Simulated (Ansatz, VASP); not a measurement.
**Al in VASP and in Ansatz**

```xyz
1
Lattice="0.0000 2.0195 2.0195 2.0195 0.0000 2.0195 2.0195 2.0195 0.0000" Properties=species:S:1:pos:R:3 pbc="T T T"
Al    0.0000    0.0000    0.0000
```

Alike in both runs: task single point; functional PBE; k mesh 10 × 10 × 10; no spin polarisation.

|  | VASP | Ansatz |
| --- | --- | --- |
| version | VASP 6.6.1 | Ansatz 0.2.0 |
| potentials or method | VASP PAW PBE potentials, release 64 (Al) | scalar-relativistic, plane waves, PAW |
| plane-wave cutoff (eV) | 520 | 420 |
| occupations | tetrahedron | tetrahedron-uncorrected |
| valence electrons in the cell | 3 | 3 |

```csv
,VASP,Ansatz,Ansatz less VASP
gap on the k mesh at the Fermi level (eV),none,none,-
pressure (GPa),0.0,0.0,+0.04
```

A gap of «none» marks a metal or a gap that the smearing closes. Ansatz warned: «band_table_not_solved_further».
